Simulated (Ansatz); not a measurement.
Input file of a DFT run on Yb with Ansatz:

```yaml
crystal:
  lattice:
    - [-2.0475811749, 2.0475811749, 2.0475811749]
    - [2.0475811749, -2.0475811749, 2.0475811749]
    - [2.0475811749, 2.0475811749, -2.0475811749]
  atoms:
    - { symbol: Yb, position: [0.0, 0.0, 0.0] }
basis:
  ecutwfc: 420
  ecutrho_ratio: 4
kpoints:
  mp_grid: { grid: [14, 14, 14] }
hamiltonian:
  xc: pbe
scf:
  occupations: { method: gaussian, width: 0.05 }
output:
  forces: true
  stress: true
  eigenvalues: true
  populations: true
  hubbard: { sites: [{ species: Yb, l: f }] }
magnetization:
  noncollinear: true
  spin_orbit: true
```

At room temperature and ambient pressure Yb is fcc.

Task: What will the run give?

Result: Pressure -0.6 GPa, gap on the mesh zero (metallic) (PBE+SOC).

Output, machine lines left out:

```
Yb: projections on atomic orbitals take those of the free atom [Kr 4d10] 4f14 5s2 5p6 5d0 6s2, of charge +0.00 (hamiltonian.pseudopotentials.projection_atoms); the dataset's partial waves leave at most 1.3e-4 of an orbital's norm unspanned inside its sphere
Pseudopotentials: kind: paw_fr
Pseudopotential: Yb, paw_fr, valence charge 24, recommended cutoff 420 eV (normal), Yb.paw.azcp#standard-fr
Crystal: 1 atoms, lattice volume = 34.339 Å³
Basis set: ecut = 420 eV, 675 PW (Γ), exchange–correlation on 48×48×48 points (8 copies of the dense FFT grid, shifted against one another)
Bands: 32, of which v1, the nominal top of the filled ones, is band 24 counted from 1 (23 counted from 0)
Symmetry: 48 space group operations + 48 with time reversal
Magnetic group: BNS 229.141 (UNI 1643), of the structure as read, at distance tolerance 3.3e-5 Å
k-points: 104 of 2744
Projection manifold: j_resolved (fully-relativistic pseudo-atomic orbitals)
Initial density: superposition of atomic densities (chi_scale 0.1, normalization cell)
Initial wavefunctions: pseudopotential atomic-orbital guess
Functional: x = pbe(κ = 0.804, μ = 0.21951), c = pbe(β = 0.06672)
```

SCF trace (energy estimate counted from the last row):
```
iteration   ΔE (eV)  density residual (eV)  M (μB)
        1  -3.6e-03                1.84e-1  0.00e0
        2    -0.047                3.48e-1  0.00e0
        3     0.006                3.03e-2  0.00e0
        4   4.1e-03                1.15e-2  0.00e0
        5   2.0e-03                6.00e-3  0.00e0
        6  -6.1e-04                8.57e-3  0.00e0
        7   8.0e-05                2.17e-5  0.00e0
        8  -4.0e-06                2.34e-4  0.00e0
        9  -1.0e-05                1.48e-4  0.00e0
       10  -1.0e-06                2.55e-6  0.00e0
       11     0.000                5.89e-8  0.00e0
```

```
SCF 1 converged in 11 iterations: F = -13810.979671 eV  dr2 = 5.89e-8
SCF converged after 11 iterations
Magnetization: |M| = 0.0000 μB,  M = (+0.0000, +0.0000, +0.0000) μB
Absolute magnetization: 0.0000 μB (∫|m|)
  site 0: m = (+0.0000, +0.0000, +0.0000) μB, |m| = 0.0000 μB  (R = 1.46 Å)
Free energy (F): -13810.979671 eV
E sigma→0 (E₀):  -13810.978691 eV
Entropy (-TS):   -0.001961 eV (-1.961 meV/atom)
Fermi energy:    11.183714 eV
--- Per-component energies (eV) ---
  E_band       = 4.099569
  E_kinetic    = 355.959092
  E_local      = -6177.022635  (includes V_loc(G=0)·N_el)
  E_nonlocal   = 543.953161
  E_hartree    = 2681.880846
  E_xc         = -163.706786
  E_vxc        = -203.880463  (∫ρ·V_xc dr)
  E_paw        = -7366.654562  (= ΣΔE_a)
  E_vpaw       = 121.304321  (= ΣTr[D̂ρ^β])
  E_aug_tail   = 0.000003  (compensation charges beyond the density's cutoff)
  E_ewald      = -3685.386829
  E_smearing   = -0.001961  (= −TS)
--- Forces (eV/Å), atoms counted from 1 ---
  atom   1  Yb     0.00000000     0.00000000     0.00000000
--- Stress (GPa, compression-positive) ---
       -0.607485       0.000000       0.000000
        0.000000      -0.607485       0.000000
        0.000000       0.000000      -0.607485
  P = ⅓ Tr σ = -0.6075 GPa (-6.075 kbar)
--- Band table (eV; the first three rows and the last of 104) ---
  k-point 0: bands = ["-40.6052", "-40.6052", "-17.3210", "-17.3210", "-11.0404", "-11.0404", "-11.0404", "-11.0404", "5.9612", "5.9612", "9.6937", "9.6937", "9.7107", "9.7107", "9.7107", "9.7107", "11.0128", "11.0128", "11.0128", "11.0128", "11.0621", "11.0621", "11.1047", "11.1047", "14.0294", "14.0294", "14.0294", "14.0294", "14.2408", "14.2408", "16.0987", "16.0987"]
  k-point 1: bands = ["-40.6041", "-40.6041", "-17.3262", "-17.3262", "-11.0591", "-11.0591", "-11.0440", "-11.0440", "6.0924", "6.0924", "9.6930", "9.6930", "9.7099", "9.7099", "9.7108", "9.7108", "11.0117", "11.0117", "11.0133", "11.0133", "11.0576", "11.0576", "11.1018", "11.1018", "13.9495", "13.9495", "14.0270", "14.0270", "14.2893", "14.2893", "15.9252", "15.9252"]
  k-point 2: bands = ["-40.6010", "-40.6010", "-17.3407", "-17.3407", "-11.1109", "-11.1109", "-11.0543", "-11.0543", "6.4743", "6.4743", "9.6915", "9.6915", "9.7080", "9.7080", "9.7112", "9.7112", "11.0094", "11.0094", "11.0123", "11.0123", "11.0493", "11.0493", "11.0941", "11.0941", "13.6944", "13.6944", "13.7693", "13.7693", "14.6542", "14.6542", "15.6797", "15.6797"]
  k-point 103: bands = ["-40.5656", "-40.5656", "-17.4883", "-17.4883", "-11.3797", "-11.3797", "-11.3797", "-11.3797", "9.7025", "9.7025", "9.7112", "9.7112", "9.7112", "9.7112", "10.5674", "10.5674", "10.5674", "10.5674", "10.9927", "10.9927", "11.0298", "11.0298", "11.0788", "11.0788", "11.0788", "11.0788", "15.8178", "15.8178", "17.0076", "17.0076", "17.0076", "17.0076"]
--- Löwdin populations: 1 site ---
  site symbol       q [e]
     0     Yb     23.9708
--- Occupation matrices: 1 shell (Löwdin-built; ε = 2.00e-2, provisional) ---
  Yb0 f_4F spinor Tr n = 13.7379  λ = 0.957 0.957 0.957 0.957 0.974 0.974 0.986 0.986 0.998 0.998 0.998 0.998 0.999 0.999
```

It took of the order of 17 core-seconds on a shared host.

Without a U the 4f levels of Yb lie too near the Fermi level, so their share of the states there, and what hangs on it, is overstated.
